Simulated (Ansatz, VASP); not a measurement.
## Rb: VASP beside Ansatz

INCAR

```
SYSTEM = Rb
  PREC = Accurate
  ENCUT = 520
  EDIFF = 1E-6
  ISMEAR = -1
  SIGMA = 0.03
  LREAL = .False.
  LASPH = .True.
  NELM = 60
  ALGO = Normal
  ISIF = 2
  LWAVE = .False.
  LCHARG = .False.
  GGA = PE
  NBANDS = 10
```

Contents of KPOINTS:

```
Automatic mesh
0
Gamma
  11 11 11
  0 0 0
```

File POSCAR:

```
Rb
1.0
    0.0000000000      3.5757758667      3.5757758667
    3.5757758667      0.0000000000      3.5757758667
    3.5757758667      3.5757758667      0.0000000000
Rb
1
Direct
    0.0000000000      0.0000000000      0.0000000000
```

Input for Ansatz:

```yaml
crystal:
  lattice:
    - [0.0, 3.5757758667, 3.5757758667]
    - [3.5757758667, 0.0, 3.5757758667]
    - [3.5757758667, 3.5757758667, 0.0]
  atoms:
    - { symbol: Rb, position: [0.0, 0.0, 0.0] }
kpoints:
  mp_grid: { grid: [11, 11, 11] }
scf:
  occupations: { method: fermi_dirac, width: 0.03 }
hamiltonian:
  xc: pbe
  pseudopotentials: { kind: all_electron, lapw: { basis_error: 0.003 } }
output:
  forces: true
  stress: true
  eigenvalues: true
```

Alike in both runs: task single point; functional PBE; k mesh 11 × 11 × 11; occupations fermi-dirac, width 0.03 eV; no spin polarisation.

```csv
,VASP,Ansatz
version,VASP 6.6.1,Ansatz 0.2.0
potentials or method,"VASP PAW PBE potentials, release 64 (Rb_sv)","all-electron LAPW, scalar-relativistic"
plane-wave cutoff (eV),520,see its input
```

|  | VASP | Ansatz | Ansatz less VASP |
| --- | --- | --- | --- |
| pressure (GPa) | 0.0 | 0.0 | 0.00 |

Ansatz ran all-electron here, so the differences hold the error of VASP's frozen core and of both bases.
